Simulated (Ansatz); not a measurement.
Se, DFT, LDA, PAW with Ansatz's default frozen-core files, scalar-relativistic (Ansatz 0.2.0), run on 1 thread of Arm Neoverse V1 on a shared host.

The cell is COD entry 9012501, as deposited and not checked against the literature; nothing was relaxed. The listed cell was then made from it by scaling, straining or moving an atom.

Command: `ansatz run input.yaml --threads 1 --pin off --max-ram 4096MiB --backend cpu --events-out ev --progress --plain --runs-dir out`

```yaml
crystal:
  lattice:
    - [4.2770688178, 0.0, 0.0]
    - [-2.138534409, 3.70405025, 0.0]
    - [0.0, 0.0, 4.8524777481]
  atoms:
    - { symbol: Se, position: [0.2254, 0.0, 0.3333333333] }
    - { symbol: Se, position: [0.0, 0.2254, 0.6666666667] }
    - { symbol: Se, position: [0.7746, 0.7746, 0.0] }
kpoints:
  mp_grid: { grid: [6, 6, 5] }
scf:
  occupations: { method: fermi_dirac, width: 0.03 }
hamiltonian:
  xc: lda
  pseudopotentials: { kind: paw }
output:
  forces: true
  stress: true
  eigenvalues: true
  efg: { contact_densities: true }
```

**Question.** How large is the problem that the program sets up?

**Answer.** 27 irreducible k-points, 1499 plane waves at Γ, 29 bands.

**Question.** About how long does it take, and how much memory does it use?

**Answer.** 5.9 s of wall time for 6 SCF iterations, with a peak of 0.32 GiB. Times on shared machines scatter by tens of per cent.

**Question.** And the same cell and mesh by crystal-made all-electron datasets, asked for forces, stress, eigenvalues, efg, on the same hardware?

**Answer.** 6.4 s, peak memory 0.38 GiB.
